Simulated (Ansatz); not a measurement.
α-quartz-type GeO2 (metastable phase) was calculated with dielectric-dependent PBE hybrid (plane waves, PAW; Ansatz, a program for electronic structure).

Settings: plane-wave cutoff 460 eV, 6×6×4 k mesh (along the axes of the cell as run), Fermi–Dirac smearing 0.01 eV, scalar-relativistic PAW data made under PBE.

Cell (measured lattice):

Space group P3₂21 (No. 154); a = 4.987 Å, b = 4.987 Å, c = 5.652 Å, α = 90.00°, β = 90.00°, γ = 120.00°

```tsv
atom	site	symmetry	x	y	z
Ge	3a	.2.	0.5502	0.5502	0.0000
O	6c	1	0.3058	0.3934	0.2469
```

### Question
What does this level give for the band gap and smallest direct gap on the k points sampled?

### Answer

- band gap: 6.77 eV (indirect)
- smallest direct gap on the k points sampled: 6.82 eV

Note: cell and atoms aren't relaxed at this level (largest force component 0.45 eV/Å, pressure -4.0 GPa).

Spin–orbit coupling is not included.

It cost very roughly 19 core-minutes of CPU time.
